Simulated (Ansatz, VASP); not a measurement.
**Ge: VASP beside Ansatz**

```
Ge
1.0
     0.00000    2.82433    2.82433
     2.82433    0.00000    2.82433
     2.82433    2.82433    0.00000
Ge
2
Cartesian
  2.8243 2.8243 2.8243
  4.2365 4.2365 4.2365
```

Alike in both runs: task single point; functional PBE; k mesh 12 × 12 × 12; occupations gaussian, width 0.1 eV; no spin polarisation.

|  | VASP | Ansatz |
| --- | --- | --- |
| version | VASP 6.6.1 | Ansatz 0.2.0 |
| potentials or method | VASP PAW PBE potentials, release 64 (Ge_d) | scalar-relativistic, plane waves, PAW |
| plane-wave cutoff (eV) | 520 | 420 |
| valence electrons in the cell | 28 | 28 |

Ansatz gave:

* gap on the k mesh at the Fermi level (eV): 0.07
* least direct gap on the mesh (eV): 0.07
* pressure (GPa): 4.0

Question: Which values does VASP return?

Answer: gap on the k mesh at the Fermi level (eV): 0.08; least direct gap on the mesh (eV): 0.08; pressure (GPa): 3.9.
